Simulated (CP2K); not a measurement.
Crystal: GaN.

```xyz
2
Lattice="3.1869 0.0000 0.0000 1.5935 2.7600 0.0000 1.5935 0.9200 2.6021" Properties=species:S:1:pos:R:3 pbc="T T T"
Ga    0.0000    0.0000    0.0000
N     1.5935    0.9200    0.6505
```

The cell is a database's computed one.

Base run:

| Item | Value |
| --- | --- |
| Program | CP2K 2026.2 |
| Functional | LDA |
| Potentials or basis | POTENTIAL_UZH Ga GTH-PBE-q13, N GTH-PBE-q5; TZVP-MOLOPT-PBE-GTH basis |
| Density cutoff | 9184 eV |
| k mesh | 10 × 10 × 10 |
| Occupations | fermi-dirac, width 0.05 eV |
| Spin | no spin polarisation |

Its results: band gap on the k mesh 1.52 eV, direct; pressure -1.2 GPa.

The run is repeated on the same cell with these changes: functional from LDA to PBE. What comes out?

Band gap on the k mesh 1.69 eV, direct; pressure 7.0 GPa.

PBE binds less tightly than LDA, so the same cell stands under more pressure.

Caveats: the basis of atomic orbitals isn't converged, which shifts pressures, moduli and gaps; the potentials were made for another functional, which shifts forces and pressure (some runs).

A k mesh can miss the band edges.

Not every run made on this cell is shown here.
